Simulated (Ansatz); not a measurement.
# Two-dimensional strain map in InAs

Level of theory: DFT LDA, scalar-relativistic, plane waves, PAW in Ansatz 0.2.0. The runs took a 420 eV cutoff, a Γ-centred 14×14×14 mesh and Gaussian smearing (0.15 eV). No spin polarisation. Energies are free energies at this smearing, counted from the undisturbed cell; pressure is positive in compression.

Reference structure (as given, not relaxed at this level; it stands at -5.2 GPa; this rock-salt form isn't the usual structure):

```
In As
1.0
     0.00000    2.87730    2.87730
     2.87730    0.00000    2.87730
     2.87730    2.87730    0.00000
In As
1 1
Cartesian
  2.8773 2.8773 2.8773
  0.0000 0.0000 0.0000
```

The cell is strained by p along both x and y and by q along z, fractional coordinates fixed. Points are written (p, q).

Energy above the undisturbed cell in meV/atom (a dash: not computed):

```csv
p \ q,-0.080,0.000,0.080
-0.080,142.4,57.9,94.1
0.000,12.0,0.0,95.1
0.080,169.4,211.4,–
```

Pressure in GPa:

```
 p \ q  -0.080  0.000  0.080
-0.080    19.4    9.3    4.4
 0.000     1.3   -5.2   -7.7
 0.080    -5.1   -9.6      –
```

Cost: 8 runs of about 2.4 core-minutes in all, on Arm Neoverse N1 (shared hosts).